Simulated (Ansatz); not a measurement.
# WS2 in Ansatz: relaxation of cell and atoms with HSE06

Aim: the relaxation of cell and atoms of WS2 with HSE06.

All numbers are computed with Ansatz 0.2.0; they aren't measurements. Logs are shortened: lines on timing, memory, paths and dates and some standing lists are left out, and cuts for length are marked.

**1. Starting point**

The cell holds a slab with vacuum, 3 atoms: a = 3.184 Å, b = 3.184 Å, c = 16.951 Å, α = 90.00°, β = 90.00°, γ = 120.00°.

**2. Relaxation of cell and atoms, HSE06**

input

```
crystal:
  lattice:
    - [3.1835163552, 0.0, 0.0]
    - [-1.5917581776, 2.7570060369, 0.0]
    - [0.0, 0.0, 16.95057789]
  atoms:
    - { symbol: W, position: [0.0, 0.0, 0.0] }
    - { symbol: S, position: [0.3333333333, 0.6666666667, 0.09200051] }
    - { symbol: S, position: [0.3333333333, 0.6666666667, 0.90799949] }
hamiltonian:
  xc: hse06
  pseudopotentials: { kind: paw }
kpoints:
  mp_grid: { grid: [6, 6, 2] }
scf:
  occupations: { method: fermi_dirac, width: 0.05 }
output:
  forces: true
  stress: true
  eigenvalues: true
  write_density: true
  write_potential: true
  elf: true
  volumetric_format: npy
relax:
  f_tol: 0.01
  max_steps: 40
  cell: { stress_tol: 0.05 }
```

Potentials or basis: Ansatz PAW.

The log of the run:

```text
GPUs: using 1 of 1 available (devices: 1).
Engine: ansatz 0.2.0, x86_64-unknown-linux-gnu
Pseudopotentials: kind: paw
Pseudopotential: W, paw, valence charge 14, recommended cutoff 420 eV (normal), W.paw.azcp
Pseudopotential: S, paw, valence charge 6, recommended cutoff 420 eV (normal), S.paw.azcp
Functional definition: HSE06
  parameter a = 0.25
  parameter omega = 0.11/bohr
  exchange = pbe_x - a*pbe_x_sr(omega) + a*exact_x_sr(omega)
  correlation = pbe_c
device memory: the entry about to start is reckoned to put 0.8 GiB on a device that reports 62.9 GiB free (of which the cap on the GPU budget leaves the run 18.0 GiB)
GPU FFT provider: cuFFT
GPU libraries: cuBLAS 13.8.2, cuFFT 12.4.0, cuSOLVER 12.3.4
Crystal: 3 atoms, lattice volume = 148.775 Å³
Basis set: ecut = 420 eV, 2937 PW (Γ), exchange–correlation on 48×48×240 points (8 copies of the dense FFT grid, shifted against one another)
Bands: 17, of which v1, the nominal top of the filled ones, is band 13 counted from 1 (12 counted from 0)
Symmetry: 12 space group operations
Space group: P-6m2 (ITA 187), of the structure as read, at distance tolerance 5.3e-5 Å
k-points: 14 of 72 (time reversal used)
Non-local potential: W, projectors of the file, l = 0: 3, l = 1: 2, l = 2: 2, l = 3: 1
Non-local potential: S, projectors of the file, l = 0: 2, l = 1: 2, l = 2: 2
PAW form: soft (Blöchl's): semilocal exchange-correlation on the pseudo side does not see the compensation charge
PAW frozen core: W, regenerated for the run's functional, and the local potential with it (the file was generated under x = pbe(κ = 0.804, μ = 0.2195149727645171), c = pbe(β = 0.06672455060314922))
PAW frozen core: S, regenerated for the run's functional, and the local potential with it (the file was generated under x = pbe(κ = 0.804, μ = 0.2195149727645171), c = pbe(β = 0.06672455060314922))
PAW one-centre angular grid: W, 590 points (default); XC on 64 Gauss nodes
PAW one-centre angular grid: S, 110 points (default); XC on 64 Gauss nodes
Initial density: superposition of atomic densities (neutral atoms: chi_scale 0, normalization atom), corrected by the library's trained network
Initial wavefunctions: pseudopotential atomic-orbital guess
GPU buffer pool allocated for 69120 grid points (all kernels)
GPU transforms: local potential and band sums: pruned to the plane-wave sphere, on 24×24×120
Functional: x = pbe(κ = 0.804, μ = 0.2195149727645171), c = pbe(β = 0.06672455060314922), warm-up for x = pbe(κ = 0.804, μ = 0.2195149727645171) + 0.25 (exact − pbe) at short range (hse, ω = 0.20786987370883472 Å⁻¹), c = pbe(β = 0.06672455060314922); HSE06 as pw.x's `hse` composes it (authors' and Libxc's form: `xc: wpbeh`)
SCF iter   1: F=—  HF=-12191.420726 eV  |F-HF|=—  |Δ(HF+E_count)|=         —  Δρ=3.52e-3  dr2=9.64e-3  ethr=1.77e-3  ⟨swp⟩=5.4  Hψ=1003  notcnv=0
preconditioner: auto → none  [insulator: Δε(μ)=1.771 eV  Ē_g=8.768 eV  σ=0.050 eV  W_gap=1.00  n_scr=10 (ndim 8)  ℏωp=12.9 eV  f_vac=0.610  D(μ)=0.00/eV (n_scr^D=0)]
SCF iter   2: F=—  HF=-12191.424527 eV  |F-HF|=—  |Δ(HF+E_count)|=   3.80e-3  Δρ=1.61e-3  dr2=1.95e-3  ethr=3.71e-5  ⟨swp⟩=4.1  Hψ=675  notcnv=0
SCF iter   3: F=—  HF=-12191.427729 eV  |F-HF|=—  |Δ(HF+E_count)|=   3.20e-3  Δρ=1.15e-3  dr2=5.30e-3  ethr=7.51e-6  ⟨swp⟩=4.0  Hψ=588  notcnv=0  recentre
SCF iter   4: F=—  HF=-12191.427235 eV  |F-HF|=—  |Δ(HF+E_count)|=   4.94e-4  Δρ=4.45e-4  dr2=2.35e-4  ethr=7.51e-6  ⟨swp⟩=3.3  Hψ=512  notcnv=0
iter 5 solved again at ethr=1.28e-8 eV; its pass at ethr=9.05e-7 eV (dr2=3.32e-6 eV) is discarded
SCF iter   5: F=—  HF=-12191.427420 eV  |F-HF|=—  |Δ(HF+E_count)|=   1.85e-4  Δρ=8.04e-5  dr2=3.55e-6  ethr=1.28e-8  ⟨swp⟩=3.6  Hψ=996  notcnv=0
SCF iter   6: F=—  HF=-12191.427429 eV  |F-HF|=—  |Δ(HF+E_count)|=   9.40e-6  Δρ=1.16e-5  dr2=1.86e-7  ethr=1.28e-8  ⟨swp⟩=3.1  Hψ=548  notcnv=0
SCF iter   7: F=—  HF=-12191.427429 eV  |F-HF|=—  |Δ(HF+E_count)|=   3.82e-8  Δρ=2.99e-6  dr2=9.35e-9  ethr=7.15e-10  ⟨swp⟩=3.1  Hψ=576  notcnv=0
SCF iter   8: F=—  HF=-12191.427429 eV  |F-HF|=—  |Δ(HF+E_count)|=   2.39e-8  Δρ=6.37e-7  dr2=3.47e-10  ethr=3.60e-11  ⟨swp⟩=3.1  Hψ=531  notcnv=0
SCF iter   9: F=-12191.427429 eV  HF=-12191.427429 eV  |F-HF|=7.09e-11  |Δ(HF+E_count)|=   4.48e-9  Δρ=1.04e-7  dr2=1.02e-11  ethr=1.34e-12  ⟨swp⟩=3.3  Hψ=563  notcnv=0
SCF 1 converged in 9 iterations: F = -12191.427429 eV  dr2 = 1.02e-11
device memory: the entry about to start is reckoned to put 1.4 GiB (of the 1.4 GiB reckoned in all, the device holds 0.1 GiB already) on a device that reports 62.9 GiB free (of which the cap on the GPU budget leaves the run 18.0 GiB)
GPU FFT provider: cuFFT
GPU libraries: cuBLAS 13.8.2, cuFFT 12.4.0, cuSOLVER 12.3.4
Initial density: handed on by an earlier stage of this run
Initial wavefunctions: those handed on with the density
GPU buffer pool allocated for 69120 grid points (all kernels)
GPU transforms: local potential and band sums: pruned to the plane-wave sphere, on 24×24×120
[... 147 lines left out ...]
SCF 10 converged in 4 iterations: F = -12193.471144 eV  dr2 = 2.93e-12
  Residual-converged pass: ⟨swp⟩=5.0  Hψ=819  notcnv=0  max |occ|·‖R‖ = 9.6e-9 eV (tolerance 1.0e-8 eV)  dr2=2.79e-12  dr2_onsite=1.38e-13  max |Δocc| = 9.6e-20
hybrid outer 3: dexx = +5.582e-10 eV, tail = 1.79e-11 eV, Δε = 6.43e-5 eV (about 2.22e-6 eV left of the loop's levels), ΔF = 9.27e-5 eV/Å (tail 1.63e-5)
relax step   3: F+E_penalty+E_count = -12193.47114438 eV  Δ(F+E_penalty+E_count) = -3.744e-3 eV  max|allowed force component| = 9.558e-4 eV/Å  Δτ_max = 0.0078 Å  P = -0.015 GPa  Ω = 146.433 Å³  energy of the carried Pulay correction = +2.227e-4 eV  (18 SCF iters, accepted)
device memory: the entry about to start is reckoned to put 1.4 GiB on a device that reports 69.8 GiB free (of which the cap on the GPU budget leaves the run 18.0 GiB)
GPU FFT provider: cuFFT
GPU libraries: cuBLAS 13.8.2, cuFFT 12.4.0, cuSOLVER 12.3.4
GPU buffer pool allocated for 69120 grid points (all kernels)
GPU transforms: local potential and band sums: pruned to the plane-wave sphere, on 24×24×120
Exchange kernel: α = 0.2500, screened, ω = 0.2079 Å⁻¹, Wigner–Seitz truncation, v(0) = 1044.2980 eV·Å³, q-mesh 6×6×2, nearest image of the exchange supercell L = 18.95 Å, pair-density grid 15×15×75, without the augmentation charges, whose exchange is taken in its separable form by FFT convolution over the k-point mesh (sized by the pseudopotential files, 20×20×120 at the most), smooth part of the exact exchange by density-matrix convolution in up to 4.11 GiB of GPU memory as planned if the GPU has room (build and FFT work areas not counted)
Frozen-core exchange: fock
iter 1 solved again at ethr=2.27e-10 eV; its pass at ethr=1.00e-1 eV (dr2=5.91e-8 eV) is discarded
SCF iter   1: F=—  HF=-12193.470932 eV  |F-HF|=—  |Δ(HF+E_count)|=         —  Δρ=1.90e-5  dr2=8.12e-8  ethr=2.27e-10  ⟨swp⟩=20.0  Hψ=1947  notcnv=18
preconditioner: auto → none  [insulator: Δε(μ)=2.670 eV  Ē_g=11.402 eV  σ=0.050 eV  W_gap=1.00  n_scr=10 (ndim 8)  ℏωp=13.0 eV  f_vac=0.611  D(μ)=0.00/eV (n_scr^D=0)]
SCF iter   2: F=—  HF=-12193.470932 eV  |F-HF|=—  |Δ(HF+E_count)|=   1.13e-8  Δρ=9.22e-6  dr2=2.38e-8  ethr=2.27e-10  ⟨swp⟩=3.3  Hψ=454  notcnv=0  defer=3
SCF iter   3: F=—  HF=-12193.470932 eV  |F-HF|=—  |Δ(HF+E_count)|=   9.81e-9  Δρ=1.66e-6  dr2=1.29e-8  ethr=6.32e-11  ⟨swp⟩=3.7  Hψ=498  notcnv=0  defer=4
iter 4 solved again at ethr=1.00e-12 eV; its pass at ethr=4.83e-11 eV (dr2=2.35e-10 eV) is discarded
SCF iter   4: F=—  HF=-12193.470932 eV  |F-HF|=—  |Δ(HF+E_count)|=  1.00e-10  Δρ=6.66e-7  dr2=3.94e-10  ethr=1.00e-12  ⟨swp⟩=4.2  Hψ=1171  notcnv=0
SCF iter   5: F=—  HF=-12193.470932 eV  |F-HF|=—  |Δ(HF+E_count)|=  6.08e-10  Δρ=4.49e-7  dr2=7.47e-10  ethr=1.07e-12 (applied; sched 1.00e-12)  ⟨swp⟩=6.8  Hψ=701  notcnv=0
SCF iter   6: F=-12193.470932 eV  HF=-12193.470932 eV  |F-HF|=1.82e-11  |Δ(HF+E_count)|=  1.27e-10  Δρ=8.10e-8  dr2=2.82e-11  ethr=1.00e-12  ⟨swp⟩=3.4  Hψ=515  notcnv=0
SCF 11 converged in 6 iterations: F = -12193.470932 eV  dr2 = 2.82e-11
  Residual-converged pass: ⟨swp⟩=5.7  Hψ=891  notcnv=0  max |occ|·‖R‖ = 1.0e-8 eV (tolerance 1.0e-8 eV)  dr2=2.89e-11  dr2_onsite=3.86e-13  max |Δocc| = 1.7e-16
hybrid outer 1: dexx = +3.813e-9 eV, tail = 1.07e-10 eV
GPU FFT provider: cuFFT
GPU libraries: cuBLAS 13.8.2, cuFFT 12.4.0, cuSOLVER 12.3.4
GPU buffer pool allocated for 69120 grid points (all kernels)
GPU transforms: local potential and band sums: pruned to the plane-wave sphere, on 24×24×120
Exchange kernel: α = 0.2500, screened, ω = 0.2079 Å⁻¹, Wigner–Seitz truncation, v(0) = 1044.2980 eV·Å³, q-mesh 6×6×2, nearest image of the exchange supercell L = 18.95 Å, pair-density grid 15×15×75, without the augmentation charges, whose exchange is taken in its separable form by FFT convolution over the k-point mesh (sized by the pseudopotential files, 20×20×120 at the most), smooth part of the exact exchange by density-matrix convolution in up to 4.11 GiB of GPU memory as planned if the GPU has room (build and FFT work areas not counted)
Frozen-core exchange: fock
SCF iter   1: F=—  HF=-12193.470932 eV  |F-HF|=—  |Δ(HF+E_count)|=         —  Δρ=9.28e-8  dr2=2.72e-11  ethr=2.05e-12  ⟨swp⟩=15.8  Hψ=1009  notcnv=0
preconditioner: auto → none  [insulator: Δε(μ)=2.374 eV  Ē_g=10.335 eV  σ=0.050 eV  W_gap=1.00  n_scr=10 (ndim 8)  ℏωp=13.0 eV  f_vac=0.611  D(μ)=0.00/eV (n_scr^D=0)]
SCF iter   2: F=-12193.470932 eV  HF=-12193.470932 eV  |F-HF|=3.64e-12  |Δ(HF+E_count)|=  3.64e-12  Δρ=2.24e-8  dr2=1.86e-12  ethr=1.00e-12  ⟨swp⟩=2.0  Hψ=420  notcnv=0
SCF 12 converged in 2 iterations: F = -12193.470932 eV  dr2 = 1.86e-12
  Residual-converged pass: ⟨swp⟩=5.4  Hψ=826  notcnv=0  max |occ|·‖R‖ = 9.7e-9 eV (tolerance 1.0e-8 eV)  dr2=2.22e-12  dr2_onsite=4.13e-14  max |Δocc| = 1.2e-23
hybrid outer 2: dexx = +3.183e-12 eV, tail = 3.85e-12 eV, Δε = 8.79e-6 eV (about 2.01e-6 eV left of the loop's levels), ΔF = 6.84e-6 eV/Å (tail 5.32e-5)
relax step   4: F+E_penalty+E_count = -12193.47093168 eV  Δ(F+E_penalty+E_count) = +2.127e-4 eV  max|allowed force component| = 8.988e-4 eV/Å  Δτ_max = 0.0000 Å  P = -0.015 GPa  Ω = 146.433 Å³  stress off target by 2.11e-2 GPa  SCF on the basis re-selected at this cell (its energy is not comparable with the rows above)  (8 SCF iters)
basis re-selected at this cell: Δ(F+E_penalty+E_count) = +2.127e-4 eV, ΔP = -0.000 GPa vs the last step (what re-selecting the basis moved, of the pressure what is left beyond the Pulay correction that the steps carried, after the strain that the cell walked since its last selection, with what the two solves' SCF thresholds leave and, on support functions, any second-order correction that the steps lacked; it is no measure of the basis error at this ecutwfc). This SCF's stress stands 2.11e-2 GPa from its target on what of the cell is left free (relax.cell.stress_tol is 5.00e-2 GPa) and its largest allowed force component is 8.99e-4 eV/Å (relax.f_tol is 1.00e-2 eV/Å): within both
hybrid SCF converged: 2 outer / 8 inner (+0 warm-up), last move |dexx| = 3.18e-12 eV, tail = 3.85e-12 eV
Stability not checked: this state was not tested for a lower state beside it, because the functional holds exact exchange (a hybrid, or Hartree-Fock), whose exchange loop this test does not read (fock_operator; see scf.lower_state_search)
Free energy (F): -12193.470932 eV
Frozen-core exchange: fock
Harris-Foulkes:  -12193.470932 eV  (|F-HF|=3.64e-12)
Internal energy: -12193.470932 eV  (E = F + TS)
E sigma→0 (E₀):  -12193.470932 eV
Fermi energy:    1.186597 eV
--- Per-component energies (eV) ---
  E_band       = -509.617826
  E_kinetic    = 665.098038
  E_local      = -12572.603528  (includes V_loc(G=0)·N_el)
  E_nonlocal   = 57.936486
  E_hartree    = 5966.082067
  E_xc         = -369.115587
  E_vxc        = -331.119954  (∫ρ·V_xc dr)
  E_exx        = -63.397807  (= α·E_x^exact, valence–valence)
  E_paw        = -9793.804172  (= ΣΔE_a)
  E_vpaw       = -134.297396  (= ΣTr[D̂ρ^β])
  E_aug_tail   = -0.000062  (compensation charges beyond the density's cutoff)
  E_ewald      = 3919.443169
  E_core_change = -3.109535  (= ΣΔE_core)
  E_smearing   = -0.000000  (= −TS)
  E_closure    = 0.000000  (closes the sum)
  Σ components = -12193.470932   (vs F -12193.470932, Δ=0.00e0)
--- Forces (eV/Å), atoms counted from 1 ---
  atom   1  W      0.00000000     0.00000000     0.00000000
  atom   2  S     -0.00000000    -0.00000000    -0.00089882
  atom   3  S      0.00000000    -0.00000000     0.00089882
  max |Σ_I F_I| component: 2.08e-17 eV/Å
--- Stress (GPa, compression-positive) ---
       -0.021065       0.000000       0.000000
        0.000000      -0.021065       0.000000
        0.000000       0.000000      -0.003959
  P = ⅓ Tr σ = -0.0154 GPa (-0.154 kbar)
--- Band table (eV; the first three rows and the last of 14) ---
  k-point 0: bands = ["-77.7727", "-40.6884", "-40.4617", "-40.4617", "-16.5675", "-14.6926", "-7.2831", "-3.3486", "-3.3486", "-2.5141", "-1.8675", "-1.8675", "-0.0779", "3.6945", "3.6945", "3.8536", "3.8536"]
  k-point 1: bands = ["-77.7727", "-40.6883", "-40.4617", "-40.4617", "-16.5675", "-14.6926", "-7.2831", "-3.3486", "-3.3486", "-2.5141", "-1.8675", "-1.8675", "-0.0779", "3.6945", "3.6945", "3.8536", "3.8536"]
  k-point 2: bands = ["-77.7666", "-40.6673", "-40.5779", "-40.4885", "-16.0644", "-14.5168", "-6.7062", "-4.4476", "-3.6639", "-2.8630", "-2.5574", "-1.6993", "-0.4573", "3.0638", "3.4714", "3.6166", "4.5076"]
  k-point 13: bands = ["-77.7452", "-40.7909", "-40.7634", "-40.5930", "-13.7777", "-13.6929", "-6.6156", "-6.1645", "-5.1475", "-4.5153", "-3.7679", "-2.8210", "-0.0031", "2.3713", "4.1829", "4.9832", "6.7595"]
--- Relaxed structure (3 steps of the walk, 3 accepted, 1 SCFs on fresh bases) ---
  F+E_penalty+E_count = -12193.47093168 eV   max|allowed force component| = 8.988e-4 eV/Å   (the final SCF, on the basis selected at the relaxed cell)
  cell:  # Å, volume = 146.4335 Å³
    - [3.15840045479527, 0.0, 0.0]
    - [-1.579200227397635, 2.7352550291770292, 0.0]
    - [0.0, 0.0, 16.95022168823976]
  atoms:
    - { symbol: W, position: [0.0, -2.8783559898885975e-17, -3.4113359580505467e-20] }
    - { symbol: S, position: [0.3333333333333333, 0.6666666666666666, 0.09190245722693391] }
    - { symbol: S, position: [0.3333333333333333, 0.6666666666666666, 0.9080975427730662] }
```

It took 56 s on 1 × NVIDIA H100 80GB HBM3 with 2 threads of AMD EPYC 7R13 (Zen 3), shared host; peak memory 2.6 GiB.

What came out:

```yaml
Free_energy: -12193.4709 eV
Relaxed_volume: 48.81 Å³/atom
Relaxed_cell: a = 3.158 Å, b = 3.158 Å, c = 16.950 Å, α = 90.00°, β = 90.00°, γ = 120.00°
Space_group_after_relaxing_to_0.05_Å: P-6m2 (No. 187)
Energy_gained_by_relaxing: 3.1 meV/atom
Ionic_steps: 4
Band_gap_on_the_k_mesh: 2.37 eV, direct
```

Step by step:
```csv
step,energy change (eV),largest force (eV/Å),volume (Å³)
1,0.0000,0.2200,148.77
2,-0.0057,0.0283,144.65
3,-0.0095,0.0010,146.43
4,-0.0093,0.0009,146.43
```

Final structure:
```
CELL_PARAMETERS angstrom
3.15840 0.00000 0.00000
-1.57920 2.73526 0.00000
0.00000 0.00000 16.95022
ATOMIC_POSITIONS crystal
W 0.00000 0.00000 0.00000
S 0.33333 0.66667 0.09190
S 0.33333 0.66667 0.90810
```

Caveat: the plane-wave basis is chosen anew once the cell has moved, so the energies of steps on either side of that aren't comparable; spin-orbit coupling is left out, which moves the levels of the heavy elements; the PAW data sets come from PBE, with cores solved anew for the run's functional, which leaves a small shift of forces and pressure.
